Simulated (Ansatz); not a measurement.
## MnO under changes of volume

One of the cells (10.999 Å³/atom); the others are scaled copies at fixed shape and fractional positions:

```
CELL_PARAMETERS angstrom
0.00000 2.22391 2.22391
2.22391 0.00000 2.22391
2.22391 2.22391 0.00000
ATOMIC_POSITIONS crystal
Mn 0.00000 0.00000 0.00000
O 0.50000 0.50000 0.50000
```

The cell is a database's computed one.

```yaml
Program: Ansatz 0.2.0
Functional: PBE
Potentials_or_basis: Ansatz PAW
Cutoff: "420 eV (not typed: the program's choice for these potentials)"
k_mesh: 10 × 10 × 10
Occupations: fermi-dirac, width 0.05 eV
Spin: collinear spin, ferromagnetic start
Starting_moments: "[4.0, 0.0] μB"
```

| volume (Å³/atom) | energy over the lowest point (meV/atom) | pressure (GPa) | moment (μB per cell) |
| --- | --- | --- | --- |
| 10.339 | 14.36 | 6.5 | 4.58 |
| 10.559 | 7.21 | 4.2 | 4.65 |
| 10.779 | 2.43 | 2.4 | 4.74 |
| 10.999 | 0.00 | 0.1 | 4.79 |
| 11.219 | ? | ? | ? |
| 11.439 | 6.66 | -4.6 | 4.85 |
| 11.659 | 13.85 | -6.2 | 4.89 |

What does the run at 11.219 Å³/atom give?

Energy over the lowest point 1.66 meV/atom; pressure -2.5 GPa; moment 4.81 μB per cell.

Worked out: A Birch-Murnaghan fit of order 3 (a polynomial in V^(-2/3)) to the other rows has its minimum at 11.02 Å³/atom with B0 = V·E''(V) = 114 GPa (rough, since the energies scatter). It gives 1.77 meV/atom at 11.219 Å³/atom, against the run's 1.66, and -dE/dV = -2.1 GPa, against -2.5. A parabola through the other rows of the moment, of slope 0.174 μB per Å³/atom there, gives 4.83 μB, against the run's 4.81.

Energies are extrapolated to zero smearing.

Caveats: a cell with one magnetic atom can't hold antiferromagnetic order, which such compounds often take.
